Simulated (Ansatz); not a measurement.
# MoS2: the cost of one run

Code: Ansatz 0.2.0. PAW datasets, plane waves. Spin-unpolarised throughout; all numbers are computed.

## 1. The structure to begin with

The cell was relaxed beforehand with r2SCAN+rVV10.

The symmetry is R3m (No. 160, trigonal); a = 3.175 Å, c = 18.582 Å in the conventional setting, 18.03 Å³ an atom. Near Mo stand 6 S at 2.40 Å; near S stand 3 Mo at 2.40 Å.

As a file:

```cif
data_structure
_symmetry_space_group_name_H-M 'P 1'
_symmetry_Int_Tables_number 1
_cell_length_a 6.4595
_cell_length_b 6.4595
_cell_length_c 6.4595
_cell_angle_alpha 28.455
_cell_angle_beta 28.455
_cell_angle_gamma 28.455
_cell_volume 54.08
loop_
_atom_site_label
_atom_site_type_symbol
_atom_site_fract_x
_atom_site_fract_y
_atom_site_fract_z
_atom_site_occupancy
Mo1 Mo 0.00010 0.00010 0.00010 1
S1 S 0.24979 0.24979 0.24979 1
S2 S 0.41711 0.41711 0.41711 1
```

## 2. PBE band path

input.yaml

```yaml
crystal:
  lattice:
    - [1.5875903429, 0.9165957119, 6.1939280739]
    - [-1.5875903429, 0.9165957119, 6.1939280739]
    - [0.0, -1.8331914237, 6.1939280739]
  atoms:
    - { symbol: Mo, position: [9.65174e-05, 9.65174e-05, 9.65174e-05] }
    - { symbol: S, position: [0.2497906778, 0.2497906778, 0.2497906778] }
    - { symbol: S, position: [0.4171128049, 0.4171128049, 0.4171128049] }
kpoints:
  mp_grid: { grid: [10, 10, 10] }
  band_path:
    path:
      - [[0.0, 0.0, 0.0], [-0.5, -0.5, -0.5], [-0.5, -0.1812659678281, -0.8187340321719]]
      - [[-0.1812659678281, 0.1812659678281, -0.5], [3.125303529292e-16, 6.515387770431e-17, -0.5], [0.0, 0.0, 0.0], [2.468424848204e-16, 0.3406329839141, -0.3406329839141]]
      - [[-0.3406329839141, 9.158434174763e-17, -0.6593670160859], [-0.5, 9.44174748041e-17, -0.5], [0.0, 0.0, 0.0]]
    npoints: 10
hamiltonian:
  xc: pbe
scf:
  occupations: { method: fermi_dirac, width: 0.02 }
  n_extra_bands: 4
output:
  forces: true
  stress: true
  eigenvalues: true
  write_density: true
  write_potential: true
  elf: true
  volumetric_format: npy
```

Launch:

```console
$ ansatz run input.yaml --threads 2 --pin off --max-ram 2211MiB --backend cpu --events-out ev --progress --plain --runs-dir out
```

Q: Estimate wall time and peak memory on 2 threads of Arm Neoverse V1, shared host.

About 8.9 s, with a peak of 0.4 GiB.
